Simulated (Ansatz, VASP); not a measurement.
**Sn: VASP beside Ansatz**

```xyz
1
Lattice="-1.8947 1.8947 1.8947 1.8947 -1.8947 1.8947 1.8947 1.8947 -1.8947" Properties=species:S:1:pos:R:3 pbc="T T T"
Sn    0.0000    0.0000    0.0000
```

This isn't the form of Sn at room conditions, which is tetragonal (white tin).

Alike in both runs: task relaxation of cell and atoms; functional r2SCAN; dispersion D4; k mesh 9 × 9 × 9; no spin polarisation.

```csv
,VASP,Ansatz
version,VASP 6.6.1,Ansatz 0.2.0
potentials or method,"VASP PAW PBE potentials, release 64 (Sn_d)","plane waves, PAW"
plane-wave cutoff (eV),600,612
occupations,"fermi-dirac, width 0.1 eV",fermi-dirac
valence electrons in the cell,14,14
```

Ansatz gave:

```
relaxed volume (Å³/atom)                                     : 26.42
relaxed cell length with the largest relative difference (Å) : 3.250
energy change over the relaxation (meV/atom)                 : -4
```

Task: What did VASP give for the same quantities?

Result: Relaxed volume (Å³/atom): 26.44; relaxed cell length with the largest relative difference (Å): 3.250; energy change over the relaxation (meV/atom): -4.

Caveats: the PAW data sets were made with another functional, which shifts forces and pressure a little (VASP); pairwise dispersion overbinds metals, which lowers pressure and volume.
